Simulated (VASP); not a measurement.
Set up this calculation in VASP 6.6.1, as the native input.

| Quantity | Value |
| --- | --- |
| Task | single point |
| Functional | BLYP |
| Potentials or basis | VASP PAW PBE potentials, release 54 (Hf_pv) |
| Cutoff | 520 eV |
| k mesh | 7 × 7 × 4 |
| Occupations | gaussian, width 0.01 eV |
| Spin | spin-orbit coupling, no magnetisation |
| Further INCAR settings | ALGO = Fast; EDIFF = 1e-06; NBANDS = 32 |

The structure of Hf lies in POSCAR:

```
Hf
3.1967
    1.000000000000      0.000000000000      0.000000000000
   -0.500000000000      0.866025403791      0.000000000000
    0.000000000000      0.000000000000      1.582194137705
Hf
2
Direct
    0.6566540000      0.3281700000      0.7511400000
    0.3323080000      0.6619140000      0.2498580000
```

The cell isn't the ideal one: atoms moved at random, drawn with an rms of 0.02 Å.

These files were run (other wordings do the same):

INCAR

```
  AGGAC = 1.0
  AGGAX = 1.0
  ALDAC = 0.0
  ALDAX = 1.0
  ALGO = Fast
  EDIFF = 1E-6
  ENCUT = 520
  GGA = B5
  GGA_COMPAT = F
  ISIF = 2
  ISMEAR = 0
  LASPH = T
  LCHARG = T
  LMAXMIX = 4
  LORBIT = 11
  LREAL = F
  LSORBIT = T
  LVHAR = T
  LWAVE = F
  MAGMOM = 0 0 0 0 0 0
  NBANDS = 32
  NELM = 100
  PREC = Accurate
  SIGMA = 0.01
```

KPOINTS

```
k-points
0
Gamma
  7 7 4
```

Potentials or basis: VASP PAW PBE potentials, release 54 (Hf_pv).

Run with:

```console
$ cat potpaw_PBE.54/Hf_pv/POTCAR > POTCAR
$ mpirun -np 1 vasp_ncl > vasp.out
```

It gave:

```yaml
Pressure: 3.5 GPa
Largest_force: 0.052 eV/Å
Valence_electrons_inside_the_program's_atomic_spheres: Hf 8.44
```

Caveat: the PAW data sets were made with another functional, which shifts forces and pressure a little.

Run time: 8.6 min on 1 thread of Intel(R) Xeon(R) Platinum 8375C CPU @ 2.90GHz (Ice Lake), with other jobs on the host, peak memory 0.37 GiB.
